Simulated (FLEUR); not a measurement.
# Sb (Pm-3m) in FLEUR: notebook

One crystal, Sb, is run at these levels: PBEsol; tasks: band structure.

All numbers are computed with FLEUR MaX-R8.1 (later development tree); they aren't measurements. Logs are shortened: lines on timing, memory, paths and dates and some standing lists are left out, and cuts for length are marked.

## 1. Starting point

It takes space group Pm-3m (No. 221, cubic). Conventional cell: a = 3.160 Å, b = 3.160 Å, c = 3.160 Å, α = 90.00°, β = 90.00°, γ = 90.00°. Around Sb (site symmetry m-3m) lie 6 Sb at 3.16 Å.

This isn't the form of Sb at room conditions, which is rhombohedral.

## 2. Band structure, PBEsol

File inp.xml:

```xml
<?xml version="1.0" encoding="UTF-8" standalone="no"?>
<fleurInput fleurInputVersion="0.39">
   <comment>
      Sb                                                                                                  
   </comment>
   <calculationSetup>
      <cutoffs Kmax="4.1" Gmax="12.7" GmaxXC="12.7" numbands="0"/>
      <scfLoop itmax="60" minDistance="0.00001" maxIterBroyd="15" imix="Anderson" alpha="0.05" precondParam="0.0" spinf="2.0" sdNocoIR="T"/>
      <coreElectrons ctail="T" frcor="F" kcrel="0" coretail_lmax="0"/>
      <xcFunctional name="PBEs" relativisticCorrections="F"/>
      <magnetism jspins="1"/>
      <soc l_soc="F" theta="0.0" phi="0.0" spav="F"/>
      <expertModes spex="0" secvar="F"/>
      <geometryOptimization l_f="F" forcealpha="1.0" forcemix="BFGS" epsdisp="0.00001" epsforce="0.00001"/>
      <ldaU l_linMix="F" mixParam="0.05" spinf="1.0"/>
   </calculationSetup>
   <cell>
      <bzIntegration valenceElectrons="21.0" mode="hist" fermiSmearingEnergy="0.00183747">
         <kPointListSelection listName="default-1"/>
         <!-- k-points included here -->
         <xi:include xmlns:xi="http://www.w3.org/2001/XInclude" href="kpts.xml"> </xi:include>
      </bzIntegration>
      <!-- symmetry operations included here -->
      <xi:include xmlns:xi="http://www.w3.org/2001/XInclude" href="sym.xml"> </xi:include>
      <bulkLattice scale="1.0">
         <bravaisMatrix>
            <row-1>    5.9715345537360003     0.0000000000000000     0.0000000000000000</row-1>
            <row-2>    0.0000000000000000     5.9715345537360003     0.0000000000000000</row-2>
            <row-3>    0.0000000000000000     0.0000000000000000     5.9715345537360003</row-3>
         </bravaisMatrix>
      </bulkLattice>
   </cell>
   <atomSpecies>
      <species name="Antimony (Sb)" element="Sb" atomicNumber="51">
         <mtSphere radius="2.66" gridPoints="879" logIncrement="0.015"/>
         <atomicCutoffs lmax="10" lnonsphr="10"/>
         <electronConfig flipSpins="F">
            <coreConfig>(1s1/2) (2s1/2) (2p1/2) (2p3/2) (3s1/2) (3p1/2) (3p3/2) (4s1/2) (3d3/2) (3d5/2)</coreConfig>
            <valenceConfig>(4p1/2) (4p3/2) (5s1/2) (4d3/2) (4d5/2) (5p1/2) (5p3/2)</valenceConfig>
            <stateOccupation state="(5p1/2)" spinUp="0.500000" spinDown="0.500000"/>
            <stateOccupation state="(5p3/2)" spinUp="1.000000" spinDown="1.000000"/>
         </electronConfig>
         <energyParameters s="5" p="5" d="5" f="4"/>
         <lo type="SCLO" l="1" n="4" eDeriv="0"/>
         <lo type="SCLO" l="1" n="4" eDeriv="1"/>
         <lo type="SCLO" l="2" n="4" eDeriv="0"/>
         <lo type="SCLO" l="2" n="4" eDeriv="1"/>
         <lo type="SCLO" l="0" n="5" eDeriv="2"/>
         <lo type="SCLO" l="3" n="4" eDeriv="2"/>
      </species>
   </atomSpecies>
   <atomGroups>
      <atomGroup species="Antimony (Sb)">
         <relPos label="                   1">.0000000000 .0000000000 .0000000000</relPos>
         <force calculate="T" relaxXYZ="TTT"/>
      </atomGroup>
   </atomGroups>
   <output dos="F" band="F" slice="F">
      <checks vchk="F" cdinf="F"/>
      <bandDOS minEnergy="-.5*Htr" maxEnergy="0.5*Htr" sigma="0.015" storeEVData="T"/>
      <vacuumDOS vacdos="F" integ="F" star="F" nstars="0" locx1="0.0" locy1="0.0" locx2="0.0" locy2="0.0" nstm="0" tworkf="0.0"/>
      <unfoldingBand unfoldBand="F" supercellX="1" supercellY="1" supercellZ="1"/>
      <plotting iplot="0" polar="F">
         <plot TwoD="T" vec1="  1.0  0.0  0.0" vec2="  0.0  1.0  0.0" vec3="  0.0  0.0  1.0" zero="  0.0  0.0  0.0" file="plot"/>
      </plotting>
      <chargeDensitySlicing numkpt="0" minEigenval="0.0" maxEigenval="0.0" nnne="0" pallst="F"/>
      <specialOutput eonly="F"/>
      <moessbauerParams electricFieldGradient="T" isomerShift="T" coreHyperfine="T" valenceHyperfine="T"/>
      <magneticCircularDichroism mcd="F" energyLo="-10.0" energyUp="0.0"/>
   </output>
  <!-- We include the file relax.xml here to enable relaxations (see documentation) -->
  <xi:include xmlns:xi="http://www.w3.org/2001/XInclude" href="relax.xml"> <xi:fallback/> </xi:include>
</fleurInput>
```

File crystal.txt:

```
Sb
&input cartesian=F /
3.1600000000  0.0000000000  0.0000000000
0.0000000000  3.1600000000  0.0000000000
0.0000000000  0.0000000000  3.1600000000
1.8897261246
1.0 1.0 1.0

1
51 0.0000000000  0.0000000000  0.0000000000

&kpt div1=8 div2=8 div3=8 gamma=T /
```

File inp.xml (bands):

```
<?xml version="1.0" encoding="UTF-8" standalone="no"?>
<fleurInput fleurInputVersion="0.39">
   <comment>
      Sb                                                                                                  
   </comment>
   <calculationSetup>
      <cutoffs Kmax="4.1" Gmax="12.7" GmaxXC="12.7" numbands="0"/>
      <scfLoop itmax="60" minDistance="0.00001" maxIterBroyd="15" imix="Anderson" alpha="0.05" precondParam="0.0" spinf="2.0" sdNocoIR="T"/>
      <coreElectrons ctail="T" frcor="F" kcrel="0" coretail_lmax="0"/>
      <xcFunctional name="PBEs" relativisticCorrections="F"/>
      <magnetism jspins="1"/>
      <soc l_soc="F" theta="0.0" phi="0.0" spav="F"/>
      <expertModes spex="0" secvar="F"/>
      <geometryOptimization l_f="F" forcealpha="1.0" forcemix="BFGS" epsdisp="0.00001" epsforce="0.00001"/>
      <ldaU l_linMix="F" mixParam="0.05" spinf="1.0"/>
   </calculationSetup>
   <cell>
      <bzIntegration valenceElectrons="21.0" mode="hist" fermiSmearingEnergy="0.00183747">
         <kPointListSelection listName="path-1"/>
         <!-- k-points included here -->
         <xi:include xmlns:xi="http://www.w3.org/2001/XInclude" href="kpts.xml"> </xi:include>
      </bzIntegration>
      <!-- symmetry operations included here -->
      <xi:include xmlns:xi="http://www.w3.org/2001/XInclude" href="sym.xml"> </xi:include>
      <bulkLattice scale="1.0">
         <bravaisMatrix>
            <row-1>    5.9715345537360003     0.0000000000000000     0.0000000000000000</row-1>
            <row-2>    0.0000000000000000     5.9715345537360003     0.0000000000000000</row-2>
            <row-3>    0.0000000000000000     0.0000000000000000     5.9715345537360003</row-3>
         </bravaisMatrix>
      </bulkLattice>
   </cell>
   <atomSpecies>
      <species name="Antimony (Sb)" element="Sb" atomicNumber="51">
         <mtSphere radius="2.66" gridPoints="879" logIncrement="0.015"/>
         <atomicCutoffs lmax="10" lnonsphr="10"/>
         <electronConfig flipSpins="F">
            <coreConfig>(1s1/2) (2s1/2) (2p1/2) (2p3/2) (3s1/2) (3p1/2) (3p3/2) (4s1/2) (3d3/2) (3d5/2)</coreConfig>
            <valenceConfig>(4p1/2) (4p3/2) (5s1/2) (4d3/2) (4d5/2) (5p1/2) (5p3/2)</valenceConfig>
            <stateOccupation state="(5p1/2)" spinUp="0.500000" spinDown="0.500000"/>
            <stateOccupation state="(5p3/2)" spinUp="1.000000" spinDown="1.000000"/>
         </electronConfig>
         <energyParameters s="5" p="5" d="5" f="4"/>
         <lo type="SCLO" l="1" n="4" eDeriv="0"/>
         <lo type="SCLO" l="1" n="4" eDeriv="1"/>
         <lo type="SCLO" l="2" n="4" eDeriv="0"/>
         <lo type="SCLO" l="2" n="4" eDeriv="1"/>
         <lo type="SCLO" l="0" n="5" eDeriv="2"/>
         <lo type="SCLO" l="3" n="4" eDeriv="2"/>
      </species>
   </atomSpecies>
   <atomGroups>
      <atomGroup species="Antimony (Sb)">
         <relPos label="                   1">.0000000000 .0000000000 .0000000000</relPos>
         <force calculate="T" relaxXYZ="TTT"/>
      </atomGroup>
   </atomGroups>
   <output dos="F" band="T" slice="F">
      <checks vchk="F" cdinf="F"/>
      <bandDOS minEnergy="-.5*Htr" maxEnergy="0.5*Htr" sigma="0.015" storeEVData="T"/>
      <vacuumDOS vacdos="F" integ="F" star="F" nstars="0" locx1="0.0" locy1="0.0" locx2="0.0" locy2="0.0" nstm="0" tworkf="0.0"/>
      <unfoldingBand unfoldBand="F" supercellX="1" supercellY="1" supercellZ="1"/>
      <plotting iplot="0" polar="F">
         <plot TwoD="T" vec1="  1.0  0.0  0.0" vec2="  0.0  1.0  0.0" vec3="  0.0  0.0  1.0" zero="  0.0  0.0  0.0" file="plot"/>
      </plotting>
      <chargeDensitySlicing numkpt="0" minEigenval="0.0" maxEigenval="0.0" nnne="0" pallst="F"/>
      <specialOutput eonly="F"/>
      <moessbauerParams electricFieldGradient="T" isomerShift="T" coreHyperfine="T" valenceHyperfine="T"/>
      <magneticCircularDichroism mcd="F" energyLo="-10.0" energyUp="0.0"/>
   </output>
  <!-- We include the file relax.xml here to enable relaxations (see documentation) -->
  <xi:include xmlns:xi="http://www.w3.org/2001/XInclude" href="relax.xml"> <xi:fallback/> </xi:include>
</fleurInput>
```

Potentials or basis: all-electron, FLAPW.

Started as:

```console
inpgen -f crystal.txt -profile fastHighL
# inp.xml edited to the form shown
fleur_MPI
fleur_MPI   # second run, on inp.xml (bands)
```

The program printed:

```text
Welcome to FLEUR        (www.flapw.de)
      MaX-Release 8.1          (www.max-centre.eu)

 ========== k-point set info ==========
 Selected k-point list: default-1
 k-point list type: mesh
 8 x 8 x 8
 Number of k points: 35

 ------------Calculation Setup---------------------------
 Number of MPI-tasks      :            1
 Number of PE/node        :            1
 Number of OMP-threads    :            1
 Most efficient MPI parallelization for:
           1           5           7          35
 Additional eigenvalue parallelization possible
 Number of basis functions:          322
 Approximate size of matrices (H+S) per k-point:         0.002 GB
 --------------------------------------------------------
 Iteration:     1   Distance:       4.56733753 me/bohr^3
 Iteration:     2   Distance:       4.27910266 me/bohr^3
 Iteration:     3   Distance:       1.28751444 me/bohr^3
 Iteration:     4   Distance:       0.11814097 me/bohr^3
 Iteration:     5   Distance:       0.10217349 me/bohr^3
 Iteration:     6   Distance:       0.00619090 me/bohr^3
 Iteration:     7   Distance:       0.00208438 me/bohr^3
 Iteration:     8   Distance:       0.00107261 me/bohr^3
 Iteration:     9   Distance:       0.00005567 me/bohr^3
 Iteration:    10   Distance:       0.00004882 me/bohr^3
 Iteration:    11   Distance:       0.00000177 me/bohr^3

 ********************************************************************
 Run finished successfully
 Stop message:
   all done
 ********************************************************************
```

output (bands):

```text
Welcome to FLEUR        (www.flapw.de)
      MaX-Release 8.1          (www.max-centre.eu)

 ========== k-point set info ==========
 Selected k-point list: path-1
 k-point list type: path
 Number of k points: 60

 ------------Calculation Setup---------------------------
 Number of MPI-tasks      :            1
 Number of PE/node        :            1
 Number of OMP-threads    :            1
 Most efficient MPI parallelization for:
           1           2           3           4           5           6          10          12          15          20          30          60
 Additional eigenvalue parallelization possible
 Number of basis functions:          322
 Approximate size of matrices (H+S) per k-point:         0.002 GB
 --------------------------------------------------------
 Fermi energy correction for metals:
 Fermi energy in bands.* files may not be consistent with last density.
 Please correct it manually (e.g. in band.gnu file).

 Note: Band structure data (together with different weights) is also stored in the banddos.hdf file.
       A convenient way of extracting and plotting the data from that file is by making use of the

 ********************************************************************
 Run finished successfully
 Stop message:
   Charge density postprocessing done.
 ********************************************************************
```

out.xml (last iteration):

```text
<iteration numberForCurrentRun="   11" overallNumber="   11">
         <energyParameters units="Htr">
            <atomicEP atomType="1" spin="1" branch="5s" branchLowest="-5.06" branchHighest="0.45" value="-0.1115768496"/>
            <atomicEP atomType="1" spin="1" branch="5p" branchLowest="-3.33" branchHighest="1.06" value="0.1487908585"/>
            <atomicEP atomType="1" spin="1" branch="5d" branchLowest="-0.81" branchHighest="2.16" value="0.3755253296"/>
            <atomicEP atomType="1" spin="1" branch="4f" branchLowest="-9.99" branchHighest="1.63" value="0.5286125069"/>
            <loAtomicEP atomType="1" spin="1" branch="4p" branchLowest="-27.14" branchHighest="-3.33" value="-3.3428691664"/>
            <loAtomicEP atomType="1" spin="1" branch="4p" branchLowest="-27.14" branchHighest="-3.33" value="-3.3428691664"/>
            <loAtomicEP atomType="1" spin="1" branch="4d" branchLowest="-18.54" branchHighest="-0.81" value="-0.8277761652"/>
            <loAtomicEP atomType="1" spin="1" branch="4d" branchLowest="-18.54" branchHighest="-0.81" value="-0.8277761652"/>
            <loAtomicEP atomType="1" spin="1" branch="5s" branchLowest="-5.06" branchHighest="0.45" value="-0.1115768496"/>
            <loAtomicEP atomType="1" spin="1" branch="4f" branchLowest="-9.99" branchHighest="1.63" value="0.5286136846"/>
         </energyParameters>
         <eigenvalues>
            <eigenvaluesAt spin="1" ikpt="1" k_x="0.00000000" k_y="0.00000000" k_z="0.00000000">
                      -3.3328779227       -3.3328779227       -3.3328779227       -0.8342807106       -0.8342807106
                      -0.8289200739       -0.8289200739       -0.8289200739       -0.2072732568        0.3476395302
                       0.3476395302        0.3476395302        0.4928119841        0.4928119841        0.5196656565
                       0.9121235179        0.9121235179
            </eigenvaluesAt>
            <eigenvaluesAt spin="1" ikpt="2" k_x="0.00000000" k_y="0.00000000" k_z="0.12500000">
                      -3.3328894720       -3.3328772392       -3.3328772392       -0.8342519483       -0.8335774819
                      -0.8291184941       -0.8291184941       -0.8289044255       -0.1994714904        0.2711184804
                       0.3551511057        0.3551511057        0.4996194542        0.5164370114        0.5938133486
                       0.8522374554        0.8575706337
            </eigenvaluesAt>
            <eigenvaluesAt spin="1" ikpt="3" k_x="0.00000000" k_y="0.00000000" k_z="0.25000000">
[... 31 lines left out ...]
            <state n="3" l="2" j="1.5" energy="-18.7547998209" weight="2.0000000000"/>
            <state n="3" l="2" j="2.5" energy="-18.4000236258" weight="3.0000000000"/>
         </coreStates>
         <allElectronCharges>
            <spinDependentCharge spin="1" total="51.0000000" interstitial="1.9638542" mtSpheres="49.0361458"/>
            <totalCharge value="50.9999999968"/>
         </allElectronCharges>
         <moessbauerParams unitsHFF="kG" unitsIS="e/bohr^3" unitsEFG="Htr/bohr^2">
            <coreIsomerShift atomType="1" isTotal="212345.51281">
               <shell n="1" l="0" isomerShift="184705.69390"/>
               <shell n="2" l="0" isomerShift="21815.97146"/>
               <shell n="2" l="1" isomerShift="549.68677"/>
               <shell n="3" l="0" isomerShift="4273.89802"/>
               <shell n="3" l="1" isomerShift="116.57331"/>
               <shell n="4" l="0" isomerShift="883.68933"/>
               <shell n="3" l="2" isomerShift="0.00002"/>
            </coreIsomerShift>
            <isomerShift atomType="1" nucleusRadius="0.0001171" averageDensity="212443.94513"/>
            <electricFieldGradient atomType="1" VXX="0.00000" VYY="0.00000" VZZ="0.00000" asymParam="0.00000">
            </electricFieldGradient>
         </moessbauerParams>
         <totalEnergy                                    value="    -6480.7707885401" units="Htr">
            <sumOfEigenvalues                            value="    -3924.7302435267">
               <coreElectrons value="-3896.6735988804"/>
               <valenceElectrons value="-28.0566446463"/>
            </sumOfEigenvalues>
            <densityCoulombPotentialIntegral value="-10540.9066157213"/>
            <densityEffectivePotentialIntegral value="-10761.6212112915"/>
            <chargeDenXCDenIntegral value="-167.8604252027"/>
            <FockExchangeEnergyValence value="0.0000000000"/>
            <FockExchangeEnergyCore value="0.0000000000"/>
            <atomTypeDependentContributions atomType="1">
               <electronNucleiInteractionDifferentMTs value="7855.1778380582"/>
               <MadelungTerm value="-24.1701851834"/>
            </atomTypeDependentContributions>
            <tkbTimesEntropy value="0.0002666459"/>
            <freeEnergy value="-6480.7710551860"/>
            <extrapolationTo0K value="-6480.7709218630"/>
         </totalEnergy>
         <densityConvergence units="me/bohr^3">
            <chargeDensity spin="1" distance="0.0000017679"/>
         </densityConvergence>
      </iteration>
```

Run time: 12 s. Hardware: 1 thread of Intel Xeon 6975P-C (Granite Rapids), shared host; peak memory 0.07 GiB.

What came out:

```yaml
Free_energy: -176350.7644 eV
Band_gap_along_the_path: none (metal or under the smearing width)
Valence_electrons_inside_the_program's_atomic_spheres: Sb 19.04 (radii Sb 2.66 bohr)
```

Levels at the corners of the path, in eV from the Fermi level:
```tsv
point	band 8	band 9	band 10	band 11	band 12	band 13	band 14	band 15
Γ	-28.84	-11.93	3.17	3.17	3.17	7.12	7.12	7.85
X	-28.84	-9.70	-5.16	5.00	5.00	9.37	10.38	11.29
M	-28.78	-7.37	-3.23	-3.23	2.39	6.82	13.02	13.02
Γ	-28.84	-11.93	3.17	3.17	3.17	7.12	7.12	7.85
R	-28.78	-4.83	-1.44	-1.44	-1.44	5.00	5.00	5.00
X	-28.84	-9.70	-5.16	5.00	5.00	9.37	10.38	11.29
M	-28.78	-7.37	-3.23	-3.23	2.39	6.82	13.02	13.02
R	-28.78	-4.83	-1.44	-1.44	-1.44	5.00	5.00	5.00
```

Core levels (eV from the Fermi level):
| atom | levels |
| --- | --- |
| 1 Sb | 1s1/2 -30265.6, 2s1/2 -4600.7, 2p1/2 -4304.5, 2p3/2 -4052.8, 3s1/2 -898.2, 3p1/2 -777.1, 3p3/2 -730.7, 4s1/2 -144.0, 3d3/2 -516.6, 3d5/2 -507.0 |

Caveat: spin-orbit coupling is left out, which moves the levels of the heavy elements.

## 3. Band structure, PBEsol, spin-orbit coupling, no magnetisation

inp.xml, as its differences from that of step 2:

```diff
@@ -6,3 +6,3 @@
    <calculationSetup>
-      <cutoffs Kmax="4.1" Gmax="12.7" GmaxXC="12.7" numbands="0"/>
+      <cutoffs Kmax="4.1" Gmax="12.7" GmaxXC="12.7" numbands="all"/>
       <scfLoop itmax="60" minDistance="0.00001" maxIterBroyd="15" imix="Anderson" alpha="0.05" precondParam="0.0" spinf="2.0" sdNocoIR="T"/>
@@ -11,3 +11,3 @@
       <magnetism jspins="1"/>
-      <soc l_soc="F" theta="0.0" phi="0.0" spav="F"/>
+      <soc l_soc="T" theta="0.0" phi="0.0" spav="F"/>
       <expertModes spex="0" secvar="F"/>
```

crystal.txt, as its differences from that of step 2:

```diff
@@ -11,2 +11,3 @@
 
-&kpt div1=8 div2=8 div3=8 gamma=T /
+&soc 0.0 0.0 /
+&kpt div1=6 div2=6 div3=6 gamma=T /
```

inp.xml (bands), as its differences from that of step 2:

```diff
@@ -6,3 +6,3 @@
    <calculationSetup>
-      <cutoffs Kmax="4.1" Gmax="12.7" GmaxXC="12.7" numbands="0"/>
+      <cutoffs Kmax="4.1" Gmax="12.7" GmaxXC="12.7" numbands="all"/>
       <scfLoop itmax="60" minDistance="0.00001" maxIterBroyd="15" imix="Anderson" alpha="0.05" precondParam="0.0" spinf="2.0" sdNocoIR="T"/>
@@ -11,3 +11,3 @@
       <magnetism jspins="1"/>
-      <soc l_soc="F" theta="0.0" phi="0.0" spav="F"/>
+      <soc l_soc="T" theta="0.0" phi="0.0" spav="F"/>
       <expertModes spex="0" secvar="F"/>
```

Potentials or basis: all-electron, FLAPW.

Started as:

```console
inpgen -f crystal.txt -profile fastHighL
# inp.xml edited to the form shown
fleur_MPI
fleur_MPI   # second run, on inp.xml (bands)
```

Wall time 4.9 min (1 thread of Intel Xeon 6975P-C (Granite Rapids), shared host); peak memory 0.21 GiB.

Results (log left out):

| Item | Value |
| --- | --- |
| Free energy | -176351.1629 eV |
| Band gap along the path | none (metal or under the smearing width) |
| Valence electrons inside the program's atomic spheres | Sb 19.04 (radii Sb 2.66 bohr) |

Levels at the corners of the path, in eV from the Fermi level:
```tsv
point	band 18	band 19	band 20	band 21	band 22	band 23	band 24	band 25	band 26	band 27
Γ	-12.16	2.37	2.37	3.23	3.23	3.23	3.23	6.89	6.89	6.89
X	-9.93	-5.40	-5.40	4.41	4.41	5.13	5.13	9.14	9.14	10.16
M	-7.60	-3.67	-3.67	-3.27	-3.27	2.15	2.15	6.61	6.61	12.73
Γ	-12.16	2.37	2.37	3.23	3.23	3.23	3.23	6.89	6.89	6.89
R	-5.05	-2.14	-2.14	-1.43	-1.43	-1.43	-1.43	4.74	4.74	4.74
X	-9.93	-5.40	-5.40	4.41	4.41	5.13	5.13	9.14	9.14	10.16
M	-7.60	-3.67	-3.67	-3.27	-3.27	2.15	2.15	6.61	6.61	12.73
R	-5.05	-2.14	-2.14	-1.43	-1.43	-1.43	-1.43	4.74	4.74	4.74
```

Core levels (eV from the Fermi level):
```tsv
atom	levels
1 Sb	1s1/2 -30265.9, 2s1/2 -4601.0, 2p1/2 -4304.7, 2p3/2 -4053.1, 3s1/2 -898.4, 3p1/2 -777.3, 3p3/2 -730.9, 4s1/2 -144.2, 3d3/2 -516.9, 3d5/2 -507.2
```
